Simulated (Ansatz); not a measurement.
# Ge3N4, space group Fd-3m: a dry run that shows the plan

Computed with the Ansatz DFT code, driven from Python.

Script `plan_ge3n4.py`:
```python
"""What the engine would do for Ge3N4, without solving."""

import ansatz as az

FUNCTIONAL = "r2scan"
VDW = "d3bjatm"
KGRID = (2, 2, 2)
SCF_TOL = 1e-08

xtal = (
    az.Lattice.fcc(8.3091)
    .space_group(227, origin_choice=1)
    .atom("Ge", [0.125, 0.125, 0.125])
    .atom("Ge", [0.0, 0.0, 0.5])
    .atom("N", [0.3832, 0.8832, 0.3832])
    .primitive()
)

calculation = (
    xtal.calculation()
    .functional(FUNCTIONAL, dispersion=VDW)
    .basis(12 * az.Ha, density_ratio=8)
    .kpoints(*KGRID, center="gamma")
    .occupations(az.OccupationsMethod.FIXED)
    .eigensolver("davidson", mixed_precision=False)
    .scf(tolerance=SCF_TOL)
)
session = calculation.session()
print("features:", ", ".join(session.active_features))
print("SCF threshold (eV):", session.dr2_threshold)
planned = session.plan(dry_run=True)
told = planned.describe()
for name in ("ecut_ev", "ecutrho_ev", "n_bands", "nominal_top_band", "n_pw_range", "fft_dense", "fft_smooth", "n_sym_ops", "cell_volume_ang3"):
    print(f"{name:18s} {told[name]}")
print("irreducible k-points and weights")
for k, weight in zip(told.kpoints_frac, told.kweights):
    print(f"  {k[0]:8.4f} {k[1]:8.4f} {k[2]:8.4f}  {weight:.5f}")
```

Running `python plan_ge3n4.py` prints:
```text
DeckWarning: basis.ecutwfc = 326.536634951856 eV is below the records' recommended 500 eV, and the density's cutoff is lower with it unless basis.ecutrho_ratio is high enough to keep the records' density cutoff: compare with a run at a higher cutoff
features: FinerXcGrid, AnyPaw, Paw, Mgga, R2scan, PairwiseDispersion, GeneratedGeometry, StepOccupations
SCF threshold (eV): 1e-08
ecut_ev            326.536634951856
ecutrho_ev         2612.293079614848
n_bands            76
nominal_top_band   62
n_pw_range         [1916, 1924]
fft_dense          [50, 50, 50]
fft_smooth         [36, 40, 40]
n_sym_ops          48
cell_volume_ang3   143.4174399306428
irreducible k-points and weights
    0.0000   0.0000   0.0000  0.12500
    0.0000   0.0000  -0.5000  0.50000
    0.0000  -0.5000  -0.5000  0.37500
```
(Warnings from the package without file and line.)

 Fixed occupations are right only where the crystal has a gap.
